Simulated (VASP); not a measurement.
Pt, 1 atom in the cell. It takes space group Im-3m (No. 229, cubic). Conventional cell: a = 3.163 Å, b = 3.163 Å, c = 3.163 Å, α = 90.00°, β = 90.00°, γ = 90.00°. Pt (site symmetry m-3m) has 8 Pt at 2.74 Å as nearest neighbours. The cell was built by a generator and needn't be a form met in nature.

```yaml
Program: VASP 6.6.1
Task: density of states
Functional: PBE
Potentials_or_basis: VASP PAW PBE potentials, release 64 (Pt)
Cutoff: 520 eV
k_mesh: 18 × 18 × 18
Occupations: gaussian, width 0.05 eV
Spin: no spin polarisation
Dipole_correction: no
k_mesh_for_the_DOS: 27 × 27 × 27
Occupations_for_the_DOS: tetrahedron
Further_INCAR_settings: ALGO = Normal; EDIFF = 1e-07; NBANDS = 11
```

Potentials or basis: VASP PAW PBE potentials, release 64 (Pt).

Run with:

```console
$ cat potpaw_PBE.64/Pt/POTCAR > POTCAR
$ cp INCAR.step1 INCAR
$ cp KPOINTS.step1 KPOINTS
$ mpirun -np 1 vasp_std > vasp.out
$ cp INCAR.step2 INCAR
$ cp KPOINTS.step2 KPOINTS
$ mpirun -np 1 vasp_std > vasp.out
```

Hardware: 1 thread of AMD EPYC 7R13 Processor (Zen 3), with other jobs on the host.

How long does it take, and how much memory?

Run time: 64 s on 1 thread of AMD EPYC 7R13 Processor (Zen 3) (shared host), peak memory 0.22 GiB. Counts: scf iterations 7, k points 560.
